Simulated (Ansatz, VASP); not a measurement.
## One calculation of C, two programs

The input INCAR:

```
ALGO     = Normal         # electronic algorithm
EDIFF    = 1E-6           # SCF threshold, eV
EDIFFG   = -0.01          # ionic threshold
ENCUT    = 600            # plane-wave cutoff, eV
GGA      = PE             # functional
IBRION   = 2              # ionic algorithm
ISIF     = 3              # what is computed and relaxed
ISMEAR   = 0              # smearing method
LASPH    = True           # aspherical terms in the spheres
LCHARG   = False          # write CHGCAR
LREAL    = False          # projectors in reciprocal space
LWAVE    = False          # write WAVECAR
NELM     = 100            # most SCF steps
NSW      = 100            # ionic steps
PREC     = Accurate       # precision mode
SIGMA    = 0.1            # smearing width, eV
```

KPOINTS

```
k-points
0
Gamma
  18 18 18
```

The input POSCAR:

```
C
1.0
    1.3527268956     -3.9077129126      0.0000000000
    1.3527268956      3.9077129126      0.0000000000
    0.0000000000      0.0000000000      2.5092145593
C
4
Direct
    0.0859166161      0.9140833839      0.5000000000
    0.9140833839      0.0859166161      0.5000000000
    0.1892947989      0.8107052011      0.0000000000
    0.8107052011      0.1892947989      0.0000000000
```

Input for Ansatz:

```yaml
crystal:
  lattice:
    - [1.3527268956, -3.9077129126, 0.0]
    - [1.3527268956, 3.9077129126, 0.0]
    - [0.0, 0.0, 2.5092145593]
  atoms:
    - { symbol: C, position: [0.0859166161, 0.9140833839, 0.5] }
    - { symbol: C, position: [0.9140833839, 0.0859166161, 0.5] }
    - { symbol: C, position: [0.1892947989, 0.8107052011, 0.0] }
    - { symbol: C, position: [0.8107052011, 0.1892947989, 0.0] }
basis:
  ecutwfc: 420
kpoints:
  mp_grid: { grid: [18, 18, 18] }
hamiltonian:
  xc: pbe
scf:
  occupations: { method: gaussian, width: 0.1 }
output:
  forces: true
  stress: true
  eigenvalues: true
  write_density: true
  write_potential: true
  elf: true
  volumetric_format: npy
relax:
  adjacent_minimum: "off"
  f_tol: 0.01
  max_steps: 80
  cell: { stress_tol: 0.05 }
```

Alike in both runs: task relaxation of cell and atoms; functional PBE; k mesh 18 × 18 × 18; occupations gaussian, width 0.1 eV; no spin polarisation.

|  | VASP | Ansatz |
| --- | --- | --- |
| version | VASP 6.6.1 | Ansatz 0.2.0 |
| potentials or method | VASP PAW PBE potentials, release 64 (C) | scalar-relativistic, plane waves, PAW |
| plane-wave cutoff (eV) | 600 | 420 |
| valence electrons in the cell | 16 | 16 |

|  | VASP | Ansatz | Ansatz less VASP |
| --- | --- | --- | --- |
| gap on the k mesh at the Fermi level, each at its own relaxed structure (eV) | none | none | - |
| relaxed volume (Å³/atom) | 6.61 | 6.62 | +0.004 |
| relaxed cell length with the largest relative difference (Å) | 2.511 | 2.510 | -0.0008 |

A gap of «none» marks a metal or a gap that the smearing closes.
